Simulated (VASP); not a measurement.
## VASP 6.6.1 run: MgO

INCAR

```
GGA = PE
LWAVE = .FALSE.
ISIF = 2
ISPIN = 2
ISMEAR = 0
LASPH = .TRUE.
EDIFF = 1E-7
LCHARG = .FALSE.
LREAL = .FALSE.
SIGMA = 0.1
NELM = 120
MAGMOM = -2 2
NSW = 0
NBANDS = 11
PREC = Accurate
ENCUT = 520
IBRION = -1
```

KPOINTS

```
KPOINTS created by Atomic Simulation Environment
0
Gamma
10 10 10
0 0 0
```

POSCAR

```
Mg O
 1.0000000000000000
     0.0000000000000000    2.1862541120999999    2.1862541120999999
     2.1862541120999999    0.0000000000000000    2.1862541120999999
     2.1862541120999999    2.1862541120999999    0.0000000000000000
 Mg  O
   1   1
Cartesian
  0.0000000000000000  0.0000000000000000  0.0000000000000000
  2.1862541121000003  2.1862541121000003  2.1862541121000003
```

The recommended PBE PAW datasets give the neutral cell 8 valence electrons.

Command

```
mpirun -np 1 vasp_std
```

OSZICAR

```
N       E                     dE             d eps       ncg     rms          rms(c)
DAV:   1     0.154069211775E+02    0.15407E+02   -0.45158E+03  2364   0.638E+02
DAV:   2    -0.113325843345E+02   -0.26740E+02   -0.25921E+02  2392   0.131E+02
DAV:   3    -0.119650884307E+02   -0.63250E+00   -0.63201E+00  2509   0.177E+01
DAV:   4    -0.119667701464E+02   -0.16817E-02   -0.16817E-02  2263   0.105E+00
DAV:   5    -0.119667762764E+02   -0.61300E-05   -0.61300E-05  2416   0.622E-02    0.115E+01
DAV:   6    -0.118491656928E+02    0.11761E+00   -0.12167E+01  2191   0.157E+01    0.236E+00
DAV:   7    -0.118546642001E+02   -0.54985E-02   -0.14125E-01  2296   0.264E+00    0.140E+00
DAV:   8    -0.118348182410E+02    0.19846E-01   -0.37221E-02  2158   0.206E+00    0.807E-01
DAV:   9    -0.118483793914E+02   -0.13561E-01   -0.43586E-03  2167   0.577E-01    0.131E-01
DAV:  10    -0.118483791653E+02    0.22610E-06   -0.42667E-04  2353   0.152E-01    0.627E-02
DAV:  11    -0.118484553327E+02   -0.76167E-04   -0.54821E-05  2272   0.588E-02    0.243E-02
DAV:  12    -0.118484658508E+02   -0.10518E-04   -0.19323E-05  2245   0.368E-02    0.721E-03
DAV:  13    -0.118484682928E+02   -0.24419E-05   -0.16306E-06  2236   0.140E-02    0.110E-03
DAV:  14    -0.118484683173E+02   -0.24472E-07   -0.22208E-07  2314   0.398E-03
   1 F= -.11848468E+02 E0= -.11848468E+02  d E =-.268156E-14  mag=    -0.0000
```

Standard output (part)

```
POSCAR found type information on POSCAR MgO
 POSCAR found :  2 types and       2 ions
 LDA part: xc-table for (Slater+PW92), standard interpolation
 POSCAR, INCAR and KPOINTS ok, starting setup
 WAVECAR not read
 entering main loop
```

It converged. Results: pressure -11.1 GPa; magnetic moment of the cell 0.00 μB.

For comparison, a separate PBE run of the intended cell, on usual settings and not on those above, gives a gap of 3.71 eV on its mesh and a pressure of -11.1 GPa.

The run above took about 17 s on one core of a shared host (Intel Xeon Platinum 8488C) and held 0.16 GiB at most.
